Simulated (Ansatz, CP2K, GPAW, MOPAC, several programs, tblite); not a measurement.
# Many methods on one cell: SnS2 (CdI2 type)

SnS2 (CdI2 type), relaxed with r2SCAN+rVV10 in Ansatz, was computed with several methods. It is trigonal, P-3m1 (No. 164); a = 3.661 Å, c = 5.962 Å in the conventional setting, 23.06 Å³ an atom. Around Sn lie 6 S at 2.57 Å; around S lie 3 Sn at 2.57 Å. Spin-unpolarised throughout; all numbers are computed.

```
Sn S
1.0
     3.66075    0.00000    0.00000
    -1.83038    3.17031    0.00000
     0.00000    0.00000    5.96178
Sn S
1 2
Direct
  0.00000 0.00000 0.00000
  0.33333 0.66667 0.24559
  0.66667 0.33333 0.75441
```

Gaps and times are for a single point on this cell; volume and bulk modulus come from each method's own relaxation or energy curve at fixed shape, which is too stiff where a cell has free coordinates or axes. Times are rough, from shared hosts (AMD EPYC 7R43 64-Core Processor), and each method has its own mesh and cell size. A double dagger marks a value from a curve with shape and coordinates held. A star marks a curve whose lowest point is an end point. PM6 (MOPAC), PM7 (MOPAC), GFN1-xTB (tblite), GFN2-xTB (tblite) treat a cluster of cells at its zone centre, which samples few k points: where these miss a band edge, the gap comes out too large for that reason alone. Gaps from k meshes are read at a limited set of points (mesh, symmetry points, PBE's band edges), so each method's own least gap may be somewhat smaller. xTB and the PM methods were fitted mostly to molecules, and can miss a solid's gap by electronvolts. Minimal bases can be far off for gaps. Curves at held shape can't give the bulk modulus of a layered or molecular crystal, so none is listed. GLLB-SC's gap includes the derivative discontinuity. d marks a direct gap, i an indirect one (no mark: not told apart), a dash a value that wasn't computed or didn't pass its checks.

```csv
method,kind,gap (eV),own volume (Å³/atom),bulk modulus (GPa),atoms computed,processor time
light PBE (260 eV and a coarse mesh),light plane-wave,1.42 i,–,–,3,1.3 s
GFN1-xTB (tblite),tight binding,1.56,20.85*‡,–,54,5.2 s
PBE,semilocal,1.43 i,–,–,3,6 s
PM7 (MOPAC),semi-empirical,6.61,23.16‡,–,54,11 s
PM6 (MOPAC),semi-empirical,6.11,–,–,54,15 s
PBE/SZV (CP2K),small basis,1.62 i,24.75‡,–,3,16 s
r2SCAN,semilocal,1.75 i,–,–,3,16 s
GFN2-xTB (tblite),tight binding,0.92,23.49‡,–,54,19 s
PBE/single zeta (GPAW),small basis,1.20 d,–,–,3,25 s
PBE/DZVP (CP2K),small basis,1.32 i,24.50‡,–,3,31 s
GLLB-SC (GPAW),model potential,2.66,–,–,3,45 s
```

Against r2SCAN (1.75 eV) and with closed or daggered gaps left aside, the nearest gap at the points sampled is that of PBE/SZV (CP2K) (-0.13 eV) and the farthest that of PM7 (MOPAC) (+4.86 eV). r2SCAN is only a yardstick of convenience: semilocal gaps usually lie below measured ones, which GLLB-SC and hybrids aim to mend.

Spin-orbit coupling is left out, which matters wherever the heavy atoms make up the band edges.
